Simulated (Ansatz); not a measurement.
Method: PBE, scalar-relativistic; no spin polarisation; PAW, 420 eV, Γ-centred 12×12×12 mesh, 0.05 eV Gaussian smearing; code Ansatz; PAW files: Ansatz's generated set soft_2.

A crystal of composition XC, relaxed at this level of theory, gives this pattern between 10° and 80°.

Cu Kα1 powder pattern (kinematic, no thermal factors).
2θ (°) (relative intensity): 30.38 (32), 31.57 (100), 44.38 (96), 56.22 (25), 63.21 (6), 65.25 (22), 65.92 (12), 72.38 (18), 74.30 (20)

Task: Which lattice and cell does the pattern come from?

Result: Hexagonal, space group P-6m2 (No. 187), a = 3.270 Å, b = 3.270 Å, c = 2.940 Å, α = 90.00°, β = 90.00°, γ = 120.00°. The line positions fix the lattice at most, not the space group, and lines under 1 % of the strongest aren't listed; this is the group of the computed cell.

The calculation on XC, where X is one element, gave:

```json
{"Band gap": "zero (metallic)", "Density of states at the Fermi level": "about 0.1 states/(eV·atom)", "Bader charges": "X 1.77; C -1.77 e", "Formation energy from the elements (0 K, uncorrected)": "-0.13 eV/atom", "Bulk modulus (Birch–Murnaghan)": "184 GPa", "Pressure derivative B0′": "4.0"}
```

Sites: X on 1a, C on 1f.

Task: Which element is X?
A. Sr
B. Nb
C. Zr
D. Mo

Result: C. X is Zr, so the compound is ZrC.

This is a trial structure; measured cells of the compound in the Crystallography Open Database are in space group Fm-3m (rock salt).
